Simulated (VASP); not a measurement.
# Settings for BaTiO₃: relaxation of the atoms

BaTiO₃, P1 (no. 1), 5 atoms in the cell. PBE; PAW potentials Ba_sv, Ti_sv, O (PBE set). VASP 6.6.1.

Wanted: energy within 2 meV/atom; shortest distances from each atom, periodic images included within 0.005 Å.

What the run is for: geometry; Accuracy asked: standard.

POSCAR:
```
BaTiO3
1.0
    3.9998000000      0.0000000000      0.0000000000
    0.0000000000      3.9998000000      0.0000000000
    0.0000000000      0.0000000000      4.0180000000
Ba Ti O
1 1 3
Direct
   -0.0011460000     -0.0117520000     -0.0125310000
    0.5052510000      0.4940660000      0.4971000000
    0.0022080000      0.5063860000      0.5046620000
    0.4947630000     -0.0072180000      0.5117060000
    0.5055030000      0.5225790000      0.0113740000
```

The series start from Plane-wave cutoff (eV): 520; k-point mesh: 4 × 4 × 4; Ionic threshold (EDIFFG): -0.01; Electronic threshold (eV): 1e-6; Precision mode (PREC): Accurate; Relaxation algorithm: IBRION=2; Electronic steps between moves: NELMIN=4 ALGO=Normal. Each series keeps the choices made before it, and each single choice may use up half of a tolerance.

## Plane-wave cutoff (eV)

| Plane-wave cutoff (eV) | Energy less reference (meV/atom) | Shortest distances from each atom, periodic images included, largest deviation (Å) | SCF iterations | Time (s) |
|---|---|---|---|---|
| 360 | -19.2 | 0.0034 | 102 | 30 |
| 400 | -7.3 | 0.0016 | 101 | 30 |
| 460 | 0.7 | 0.0015 | 99 | 30 |
| 520 | 2.4 | 0.0010 | 105 | 53 |
| 640 (reference) | 0.0 | 0.0000 | 108 | 58 |

Chosen: 640; the next looser run is off by more than half of the tolerance, so convergence isn't shown beyond this value.

## k-point mesh

| k-point mesh | Energy less reference (meV/atom) | Shortest distances from each atom, periodic images included, largest deviation (Å) | Time (s) |
|---|---|---|---|
| 2 × 2 × 2 | 57.3 | 0.0944 | 31 |
| 3 × 3 × 3 | 7.1 | 0.0293 | 35 |
| 4 × 4 × 4 | 0.8 | 0.0085 | 58 |
| 5 × 5 × 5 | 0.0 | 0.0021 | 79 |
| 6 × 6 × 6 (reference) | 0.0 | 0.0000 | 121 |

Chosen: 5 × 5 × 5, the loosest value from which every tighter one stays within half of the tolerance.

## Ionic threshold (EDIFFG)

| Ionic threshold (EDIFFG) | Energy less reference (meV/atom) | Shortest distances from each atom, periodic images included, largest deviation (Å) | Time (s) |
|---|---|---|---|
| -0.1 | 1.1 | 0.0712 | 41 |
| -0.05 | 0.0 | 0.0048 | 70 |
| -0.02 | 0.0 | 0.0019 | 84 |
| -0.01 | 0.0 | 0.0005 | 79 |
| -0.005 | 0.0 | 0.0005 | 82 |
| -0.002 (reference) | 0.0 | 0.0000 | 88 |

Chosen: -0.02.

## Electronic threshold (eV)

| Electronic threshold (eV) | Energy less reference (meV/atom) | Shortest distances from each atom, periodic images included, largest deviation (Å) | Time (s) |
|---|---|---|---|
| 0.0001 | 0.0 | 0.0007 | 62 |
| 1e-5 | 0.0 | 0.0012 | 98 |
| 1e-6 | 0.0 | 0.0011 | 84 |
| 1e-7 (reference) | 0.0 | 0.0000 | 128 |

Chosen: 0.0001.

## Precision mode (PREC)

| Precision mode (PREC) | Energy less reference (meV/atom) | Shortest distances from each atom, periodic images included, largest deviation (Å) | SCF iterations | Time (s) |
|---|---|---|---|---|
| Normal | 0.0 | 0.0001 | 78 | 53 |
| Accurate (reference) | 0.0 | 0.0000 | 78 | 62 |

Chosen: Normal.

## Relaxation algorithm

| Relaxation algorithm | Energy less reference (meV/atom) | Shortest distances from each atom, periodic images included, largest deviation (Å) | SCF iterations | Time (s) |
|---|---|---|---|---|
| IBRION=2 | 0.0 | 0.0000 | 78 | 53 |
| IBRION=2 POTIM=0.2 | 0.0 | 0.0020 | 82 | 50 |
| IBRION=2 POTIM=0.8 | 0.0 | 0.0025 | 76 | 44 |
| IBRION=1 | 0.0 | 0.0043 | 60 | 36 |
| IBRION=1 POTIM=0.2 | 0.0 | 0.0049 | 84 | 48 |
| IBRION=1 POTIM=0.3 NFREE=10 | 0.0 | 0.0034 | 83 | 48 |
| IBRION=3 POTIM=0.2 SMASS=0.4 | 0.0 | 0.0047 | 94 | 54 |
| IBRION=3 POTIM=0.3 | 0.0 | 0.0061 | 61 | 36 |

Chosen: IBRION=2; no other choice that stays within half of the tolerance saves 30 % of the time.

## Electronic steps between moves

| Electronic steps between moves | Energy less reference (meV/atom) | Shortest distances from each atom, periodic images included, largest deviation (Å) | Time (s) |
|---|---|---|---|
| NELMIN=4 ALGO=Normal | 0.0 | 0.0000 | 53 |
| ALGO=Normal | 0.0 | 0.0005 | 45 |
| NELMIN=4 MAXMIX=40 ALGO=Normal | 0.0 | 0.0025 | 45 |
| NELMIN=4 ALGO=Fast | 0.0 | 0.0016 | 75 |
| NELMIN=4 MAXMIX=40 ALGO=Fast | 0.0 | 0.0061 | 87 |

Chosen: ALGO=Normal; it saves 8.7 s of 53, so NELMIN=4 ALGO=Normal would do nearly as well.

## All choices together

| Input | Energy less reference (meV/atom) | Shortest distances from each atom, periodic images included, largest deviation (Å) | Time (s) |
|---|---|---|---|
| the program's defaults (naive) | -7.2 | 0.0110 | 12 |
| chosen settings | 0.0 | 0.0036 | 45 |
| reference settings throughout | 0.0 | 0.0000 | 157 |

The chosen settings stay within the tolerance of the reference run, but the reference itself isn't shown to be converged in: Plane-wave cutoff (eV).

## The input

INCAR:
```
GGA = PE
ISMEAR = 0
SIGMA = 0.03
LWAVE = False
LCHARG = False
ISIF = 2
NSW = 120
PREC = Normal
LASPH = True
LREAL = False
ALGO = Normal
EDIFF = 1E-4
NELM = 120
GGA_COMPAT = False
IBRION = 2
EDIFFG = -0.02
ENCUT = 640
EFERMI = MIDGAP
KPAR = 8
```

KPOINTS:
```
Automatic mesh
0
Gamma
  5 5 5
  0 0 0
```

Commands:
```
cat potpaw_PBE.64/Ba_sv/POTCAR potpaw_PBE.64/Ti_sv/POTCAR potpaw_PBE.64/O/POTCAR > POTCAR
mpirun -np 8 vasp_std > vasp.out
```

The chosen input took VASP 6.6.1 45 s on 8 cores (Intel Xeon 6975P-C (Granite Rapids)), a shared host.

## An input that fails: force threshold below the noise of the forces

It gives no converged result.

Changes against the starting input:
```
- NSW = 120
- PREC = Accurate
- EDIFF = 1e-06
- NELM = 120
- EDIFFG = -0.01
- NELMIN = 4
+ NSW = 30
+ PREC = Low
+ EDIFF = 0.001
+ NELM = 82
+ EDIFFG = -0.0001
```
